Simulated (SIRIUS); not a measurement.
# TiAl (Pm-3m) in SIRIUS: reference runs

Aim: a first look at TiAl with PBE, on the cell as given and on a disturbed one.

Program: SIRIUS 7.10.0. These are calculated values, not measurements. Logs are shortened: lines on timing, memory, paths and dates and some standing lists are left out, and cuts for length are marked. The log counts tension as positive stress, the text compression.

### 1 Starting point

It takes space group Pm-3m (No. 221, cubic). The conventional cell has a = 3.179 Å, b = 3.179 Å, c = 3.179 Å, α = 90.00°, β = 90.00°, γ = 90.00°. Ti (site symmetry m-3m) is surrounded by 8 Al at 2.75 Å. Al (site symmetry m-3m) is surrounded by 8 Ti at 2.75 Å.

The cell comes from a database or a generator and needn't be the stable form of this composition.

### 2 Single point, PBE

File sirius.json:

```json
{
  "control": {
    "processing_unit": "cpu",
    "verbosity": 2,
    "num_bands_to_print": 14,
    "print_forces": true,
    "print_stress": true
  },
  "parameters": {
    "electronic_structure_method": "pseudopotential",
    "xc_functionals": ["XC_GGA_X_PBE", "XC_GGA_C_PBE"],
    "gk_cutoff": 9.2,
    "pw_cutoff": 18.4,
    "ngridk": [8, 8, 8],
    "shiftk": [0, 0, 0],
    "smearing": "fermi_dirac",
    "smearing_width": 0.0018374661,
    "num_bands": 14,
    "num_mag_dims": 0,
    "num_dft_iter": 100,
    "energy_tol": 1e-08,
    "density_tol": 1e-06
  },
  "iterative_solver": {
    "type": "davidson",
    "min_tolerance": 1e-10
  },
  "mixer": {
    "type": "anderson",
    "beta": 0.7,
    "max_history": 8
  },
  "settings": {
    "tol_ne": 1e-10
  },
  "unit_cell": {
    "lattice_vectors": [
      [1.0, 0.0, 0.0],
      [0.0, 1.0, 0.0],
      [0.0, 0.0, 1.0]
    ],
    "lattice_vectors_scale": 6.0075602927,
    "atom_coordinate_units": "lattice",
    "atom_types": ["Ti", "Al"],
    "atom_files": {
      "Al": "Al.json",
      "Ti": "Ti.json"
    },
    "atoms": {
      "Ti": [
        [0.0, 0.0, 0.0]
      ],
      "Al": [
        [0.5, 0.5, 0.5]
      ]
    }
  }
}
```

Potentials or basis: PseudoDojo 0.4.1 PBE standard (scalar relativistic).

The run is started by

```bash
> upf_to_json Al.upf
> upf_to_json Ti.upf
> OMP_NUM_THREADS=1 sirius.scf --input=sirius.json --output=out.json --task=0
```

Output:

```text
[info] SIRIUS version : 7.10.0
[info] number of MPI ranks           : 1
[info] MPI grid                      : 1 1
[info] maximum number of OMP threads : 1
[fft] FFT context for density and potential
[fft] =====================================
[fft]   comm size                             : 1
[fft]   plane wave cutoff                     : 18.4
[fft]   grid size                             : 40 40 40   total : 64000
[fft]   grid limits                           : -19 20   -19 20   -19 20
[fft]   number of G-vectors within the cutoff : 11444
[fft]   local number of G-vectors             : 11444
[fft]   number of G-shells                    : 638
[fft] FFT context for coarse grid
[fft] =====================================
[fft]   comm size                             : 1
[fft]   plane wave cutoff                     : 18.4
[fft]   grid size                             : 40 40 40   total : 64000
[fft]   grid limits                           : -19 20   -19 20   -19 20
[fft]   number of G-vectors within the cutoff : 11444
[fft]   local number of G-vectors             : 11444
[fft]   number of G-shells                    : 638
[unit cell] lattice vectors
[unit cell]   a1 :       6.0075602927      0.0000000000      0.0000000000
[unit cell]   a2 :       0.0000000000      6.0075602927      0.0000000000
[unit cell]   a3 :       0.0000000000      0.0000000000      6.0075602927
[unit cell] reciprocal lattice vectors
[unit cell]   b1 :       1.0458796918      0.0000000000      0.0000000000
[unit cell]   b2 :       0.0000000000      1.0458796918      0.0000000000
[unit cell]   b3 :       0.0000000000      0.0000000000      1.0458796918
[unit cell] unit cell volume :       216.81754089 [a.u.^3]
[unit cell] 1/sqrt(omega)    :         0.06791298
[unit cell] MT volume        :         0.00000000 ( 0.00%)
[unit cell] IT volume        :       216.81754089 (100.00%)
[unit cell] number of atom types : 2
[unit cell] type id : 0 symbol : Ti mt_radius :  15.850000 num_atoms : 1
[unit cell] type id : 1 symbol : Al mt_radius :  18.750000 num_atoms : 1
[unit cell] total number of atoms : 2
[unit cell] number of symmetry classes : 2
[unit cell] number of PAW atoms : 0
[unit cell] atom id  type id  class id             position                      vector_field
[unit cell] ------------------------------------------------------------------------------------------
[unit cell]      0        0        0      0.00000   0.00000   0.00000      0.00000   0.00000   0.00000
[unit cell]      1        1        1      0.50000   0.50000   0.50000      0.00000   0.00000   0.00000
[unit cell] atom id         position (Cartesian, a.u.)
[unit cell] ---------------------------------------------
[unit cell]      0       0.000000    0.000000    0.000000
[unit cell]      1       3.003780    3.003780    3.003780
[unit cell] class id : 0 atom id : 0
[unit cell] class id : 1 atom id : 1
[unit cell] minimum bond length:     5.202700
[unit cell] total number of pseudo wave-functions: 14
[... 409 lines left out ...]
[find] Total energy                   :     -61.69166595 (Ha),    -123.38333189 (Ry)
[find] Free energy (E-TS)             :     -61.69250972 (Ha),    -123.38501943 (Ry)
[find] band gap (eV)                  :       0.00000000
[find] Efermi                         :       0.42115745
[find] iteration : 20, RMS : 1.659121958742e-09, energy difference : -6.234301963559e-11
[find] Hartree energy of density residual : 5.616292258569e-16
[find] bands are converged : true
[find] iterative solver converged : true
[find] converged after 21 SCF iterations!
[find] Charges and magnetic moments
[find] --------------------------------------------------------------------------------
[find] total charge          : 15.000000
[find] Energy
[find] --------------------------------------------------------------------------------
[find] valence_eval_sum               :      -5.97191824
[find] <rho|V^{XC}>                   :     -10.87935765
[find] <rho|E^{XC}>                   :      -9.84998621
[find] <mag|B^{XC}>                   :       0.00000000
[find] <rho|V^{H}>                    :      31.62708236
[find] one-electron contribution      :     -26.71964295 (Ha),     -53.43928590 (Ry)
[find] hartree contribution           :      15.81354118
[find] xc contribution                :      -9.84998621
[find] ewald contribution             :     -40.93557786
[find] PAW contribution               :       0.00000000
[find] smearing (-TS)                 :      -0.00084377
[find] SCF correction                 :      -0.00000011
[find] Total energy                   :     -61.69166595 (Ha),    -123.38333189 (Ry)
[find] Free energy (E-TS)             :     -61.69250972 (Ha),    -123.38501943 (Ry)
[find] band gap (eV)                  :       0.00000000
[find] Efermi                         :       0.42115745
[ground_state] === stress tensor components [kbar] ===
[ground_state] === stress_kin ===
[ground_state] -22154.177860    0.000000   -0.000000
[ground_state]     0.000000-22154.177860    0.000000
[ground_state]    -0.000000    0.000000-22154.177860
[ground_state] === stress_har ===
[ground_state] -7152.717462    0.000000    0.000000
[ground_state]     0.000000-7152.717462   -0.000000
[ground_state]     0.000000   -0.000000-7152.717462
[ground_state] === stress_ewald ===
[ground_state] 18515.816238    0.000000    0.000000
[ground_state]     0.00000018515.816238   -0.000000
[ground_state]     0.000000   -0.00000018515.816238
[ground_state] === stress_vloc ===
[ground_state]  9411.518310    0.000000   -0.000000
[ground_state]     0.000000 9411.518310   -0.000000
[ground_state]    -0.000000   -0.000000 9411.518310
[ground_state] === stress_xc ===
[ground_state]  1546.971956    0.000000    0.000000
[ground_state]     0.000000 1546.971956    0.000000
[ground_state]     0.000000    0.000000 1546.971956
[ground_state] === stress_core ===
[ground_state]  2471.801958    0.000000    0.000000
[ground_state]     0.000000 2471.801958    0.000000
[ground_state]     0.000000    0.000000 2471.801958
[ground_state] === stress_nonloc ===
[ground_state] -2647.094725    0.000000   -0.000000
[ground_state]     0.000000-2647.094725    0.000000
[ground_state]    -0.000000    0.000000-2647.094725
[ground_state] === stress_us_nl ===
[ground_state] -2647.094725    0.000000   -0.000000
[ground_state]     0.000000-2647.094725    0.000000
[ground_state]    -0.000000    0.000000-2647.094725
[ground_state] === stress_total ===
[ground_state]    -7.881584    0.000000   -0.000000
[ground_state]     0.000000   -7.881584    0.000000
[ground_state]    -0.000000    0.000000   -7.881584
[ground_state] ==== total Forces in Ha/bohr =====
[ground_state] atom:    0, force:       0.0000000      0.0000000      0.0000000
[ground_state] atom:    1, force:       0.0000000      0.0000000      0.0000000
[ground_state] ==== ultrasoft contribution from Qij =====
[ground_state] atom:    0, force:       0.0000000      0.0000000      0.0000000
[ground_state] atom:    1, force:       0.0000000      0.0000000      0.0000000
[ground_state] ==== non-local contribution from Beta-projector =====
[ground_state] atom:    0, force:       0.0000000      0.0000000      0.0000000
[ground_state] atom:    1, force:       0.0000000      0.0000000      0.0000000
[ground_state] ==== contribution from local potential =====
[ground_state] atom:    0, force:       0.0000000      0.0000000      0.0000000
[ground_state] atom:    1, force:       0.0000000      0.0000000      0.0000000
[ground_state] ==== contribution from core density =====
[ground_state] atom:    0, force:       0.0000000      0.0000000      0.0000000
[ground_state] atom:    1, force:       0.0000000      0.0000000      0.0000000
[ground_state] ==== Ewald forces from ions =====
[ground_state] atom:    0, force:       0.0000000      0.0000000      0.0000000
[ground_state] atom:    1, force:       0.0000000      0.0000000      0.0000000
[~DFT_ground_state] local op. applied: 21010
[~DFT_ground_state] evp. work count: 6118.7
[~DFT_ground_state] number of iterative solver steps: 1380
```

Run time: 47 s. Hardware: 1 thread of Arm Neoverse V1, shared host; peak memory 0.36 GiB.

Results:

```yaml
Free_energy: -1678.7387 eV
Pressure: 0.8 GPa
Band_gap_on_the_k_mesh: none (metal or under the smearing width)
```

### 3 Single point, PBE (atoms moved at random, drawn with an rms of 0.05 Å)

sirius.json: that of step 2 with these lines changed.

```diff
@@ -37,7 +37,6 @@
     "lattice_vectors": [
-      [1.0, 0.0, 0.0],
-      [0.0, 1.0, 0.0],
-      [0.0, 0.0, 1.0]
+      [6.007560292657, 0.0, 0.0],
+      [0.0, 6.007560292657, 0.0],
+      [0.0, 0.0, 6.007560292657]
     ],
-    "lattice_vectors_scale": 6.0075602927,
     "atom_coordinate_units": "lattice",
@@ -50,6 +49,6 @@
       "Ti": [
-        [0.0, 0.0, 0.0]
+        [-0.001144, 0.00758, 0.001704]
       ],
       "Al": [
-        [0.5, 0.5, 0.5]
+        [0.509305, 0.50647, 0.500621]
       ]
```

Potentials or basis: PseudoDojo 0.4.1 PBE standard (scalar relativistic).

The run is started by

```bash
> upf_to_json Al.upf
> upf_to_json Ti.upf
> OMP_NUM_THREADS=1 sirius.scf --input=sirius.json --output=out.json --task=0
```

Wall time 5.1 min (1 thread of Arm Neoverse V1, shared host); peak memory 1.4 GiB.

Results (log left out):

```yaml
Free_energy: -1678.7351 eV
Pressure: 0.8 GPa
Largest_force: 0.214 eV/Å
Band_gap_on_the_k_mesh: none (metal or under the smearing width)
```

Forces on the atoms (eV/Å):
```
Ti   0.211 -0.023 -0.022
Al  -0.211  0.023  0.022
```
